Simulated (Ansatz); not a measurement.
## NaH (Fm-3m): from strained cells to moduli

```xyz
2
Lattice="0.0000 2.3957 2.3957 2.3957 0.0000 2.3957 2.3957 2.3957 0.0000" Properties=species:S:1:pos:R:3 pbc="T T T"
Na    0.0000    0.0000    0.0000
H     2.3957    2.3957    2.3957
```

The conventional cell has a = 4.791 Å, b = 4.791 Å, c = 4.791 Å, α = 90.00°, β = 90.00°, γ = 90.00°. Na (atom 1) is surrounded by 6 H at 2.40 Å. Around H (atom 2) lie 6 Na at 2.40 Å.

Computed, not measured; unless marked otherwise by PBEsol, all-electron LAPW in Ansatz 0.2.0, scalar-relativistic. k mesh 8×8×8, fixed occupations, basis error target 1 meV/atom. The cell was relaxed by PAW under this functional, which moved its volume by -5 % from the database entry's.

The cell is cubic and carries a residual pressure of 0.00 GPa at this level. Each strain component that symmetry leaves independent is applied at ±0.005 and ±0.01, the ions relax wherever a strain frees them, and the stress (tension positive, GPa) is read. Shears are engineering strains, γ = 2ε.

| strain | size | σxx | σyy | σzz | σyz | σxz | σxy |
| --- | --- | --- | --- | --- | --- | --- | --- |
| xx | -0.01 | -0.5005 | -0.1268 | -0.1268 | 0.0000 | 0.0000 | 0.0000 |
| xx | -0.005 | -0.2451 | -0.0635 | -0.0635 | 0.0000 | 0.0000 | 0.0000 |
| xx | +0.005 | 0.2298 | 0.0586 | 0.0586 | 0.0000 | 0.0000 | 0.0000 |
| xx | +0.01 | 0.4501 | 0.1176 | 0.1176 | 0.0000 | 0.0000 | 0.0000 |
| yz | -0.01 | 0.0002 | -0.0033 | -0.0033 | -0.2252 | 0.0000 | 0.0000 |
| yz | -0.005 | -0.0013 | -0.0021 | -0.0021 | -0.1126 | 0.0000 | 0.0000 |
| yz | +0.005 | -0.0013 | -0.0021 | -0.0021 | 0.1126 | 0.0000 | 0.0000 |
| yz | +0.01 | 0.0002 | -0.0033 | -0.0033 | 0.2252 | 0.0000 | 0.0000 |

The slope is [8(σ(+δ) − σ(−δ)) − (σ(+2δ) − σ(−2δ))]/(12δ), and the program imposes the crystal's symmetry on the matrix.

**Question.** What are the independent elastic constants?

**Answer.** C11 = 47.5, C12 = 12.2, C44 = 22.5 GPa.

**Question.** Do they meet the Born conditions?

**Answer.** C11 − C12 = 35.3, C11 + 2C12 = 71.9 and C44 = 22.5 GPa must all be positive, so the crystal is elastically stable; that says nothing yet of its phonons.

**Question.** What moduli does a random aggregate of grains have?

**Answer.** B = (C11 + 2C12)/3 = 24.0 GPa. G_V = (C11 − C12 + 3C44)/5 = 20.6 and G_R = 5(C11 − C12)C44/(4C44 + 3(C11 − C12)) = 20.3, so G_H = 20.4 GPa. Then E = 9BG/(3B + G) = 47.7 GPa, ν = (3B − 2G)/(6B + 2G) = 0.168 and B/G = 1.17, on the brittle side of Pugh's 1.75 (a rule of thumb, made for metals; it doesn't predict ductility here).

**Question.** With the density of 1.449 g/cm³, how fast does sound travel, and what Debye temperature follows?

**Answer.** 

```
direction  slow (m/s)  middle (m/s)  fast (m/s)
    [100]        3942          3942        5723
    [110]        3488          3942        6011
    [111]        3645          3645        6104
```

The mean of v⁻³ over directions and branches gives v_m = 4124 m/s and θ_D = (ħ/k_B) v_m (6π²n)^(1/3) = 513 K, n being atoms per volume. Young's modulus spans 42 to 51 GPa over directions, and the universal anisotropy index is 0.07.

**Question.** How far do the constants move if PAW replaces LAPW in the same cell?

**Answer.** 

| constant | LAPW (GPa) | PAW (GPa) | difference |
| --- | --- | --- | --- |
| C11 | 47.5 | 47.4 | -0.1 |
| C12 | 12.2 | 12.3 | 0.1 |
| C44 | 22.5 | 22.4 | -0.1 |

**Question.** How far do the constants move if all-electron PAW (datasets made for the crystal) replaces LAPW in the same cell?

**Answer.** 

```tsv
constant	LAPW (GPa)	all-electron PAW (datasets made for the crystal) (GPa)	difference
C11	47.5	47.3	-0.2
C12	12.2	12.3	0.1
C44	22.5	22.4	-0.1
```

**Question.** What happens at 10 GPa (cell relaxed there)?

**Answer.** The volume falls to 0.7734 of its value, and C11 = 118.9, C12 = 27.0, C44 = 26.1 GPa (slopes of the stress), in this structure whether or not another phase takes over.

Known limits: the frozen-core PAW files of the compared runs were fitted under PBE, their cores solved anew for this functional.
